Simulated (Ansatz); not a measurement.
Crystal: SiO2.

```
Si O
1.0
     4.97559    0.00000    0.00000
     0.00000    4.97559    0.00000
     0.00000    0.00000    6.90089
Si O
4 8
Direct
  0.80325 0.80325 0.50000
  0.69675 0.30325 0.25000
  0.30325 0.69675 0.75000
  0.19675 0.19675 0.00000
  0.76176 0.11039 0.43204
  0.88961 0.23824 0.06796
  0.11039 0.76176 0.56796
  0.26176 0.38961 0.81796
  0.23824 0.88961 0.93204
  0.73824 0.61039 0.31796
  0.38961 0.26176 0.18204
  0.61039 0.73824 0.68204
```

The cell comes from a database or a generator and needn't be the stable form of this composition.

Base run:

* Program: Ansatz 0.2.0
* Functional: PBE
* Potentials or basis: Ansatz PAW
* Cutoff: 300 eV
* Density cutoff: 1200 eV
* k mesh: 6 × 6 × 4
* Occupations: fermi-dirac, width 0.05 eV
* Spin: no spin polarisation

Its results: band gap on the k mesh 5.67 eV, direct; pressure 4.7 GPa; largest force 0.276 eV/Å.

**Question.** The run is repeated on the same cell with these changes: cutoff from 300 eV to 420 eV (not typed: the program's choice for these potentials); k mesh from 6 × 6 × 4 to 3 × 3 × 3. What comes out?

**Answer.** Band gap on the k mesh 5.73 eV, direct; pressure 4.8 GPa; largest force 0.278 eV/Å.

Caveats: some runs use coarse meshes; the pressure holds a Pulay correction of +20.6 GPa for the finite cutoff (some runs); the cutoff lies under the one recommended for these potentials (some runs); odd divisions of the mesh miss points on the zone boundary, where band edges often lie, so the gap on the mesh can be too wide (some runs).

A k mesh can miss the band edges.
